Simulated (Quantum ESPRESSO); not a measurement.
## WC under changes of volume

One of the cells (10.542 Å³/atom); the others are scaled copies at fixed shape and fractional positions:

```
W C
1.0
     0.00000    2.19268    2.19268
     2.19268    0.00000    2.19268
     2.19268    2.19268    0.00000
W C
1 1
Direct
  0.00000 0.00000 0.00000
  0.50000 0.50000 0.50000
```

Measurements of this composition are mostly on another form, of space group No. 187.

* Program: Quantum ESPRESSO 7.5
* Functional: PBEsol
* Potentials or basis: GBRV 1.5 PBEsol
* Cutoff: 762 eV
* Density cutoff: 6095 eV
* k mesh: 10 × 10 × 10
* Occupations: fermi-dirac, width 0.05 eV
* Spin: no spin polarisation

| volume (Å³/atom) | energy over the lowest point (meV/atom) | pressure (GPa) |
| --- | --- | --- |
| 9.910 | ? | ? |
| 10.120 | 2.60 | 6.2 |
| 10.331 | 0.00 | -2.1 |
| 10.542 | 7.67 | -9.5 |
| 10.753 | 24.56 | -16.1 |
| 10.964 | 49.70 | -22.0 |
| 11.175 | 82.25 | -27.3 |

**Question.** What does the run at 9.910 Å³/atom give?

**Answer.** Energy over the lowest point 16.63 meV/atom; pressure 15.4 GPa.

Worked out: A Birch-Murnaghan fit of order 3 (a polynomial in V^(-2/3)) to the other rows has its minimum at 10.28 Å³/atom with B0 = V·E''(V) = 391 GPa and B' = 4.3. It gives 16.57 meV/atom at 9.910 Å³/atom, against the run's 16.63, and -dE/dV = 15.3 GPa, against 15.4.

Energies are extrapolated to zero smearing.
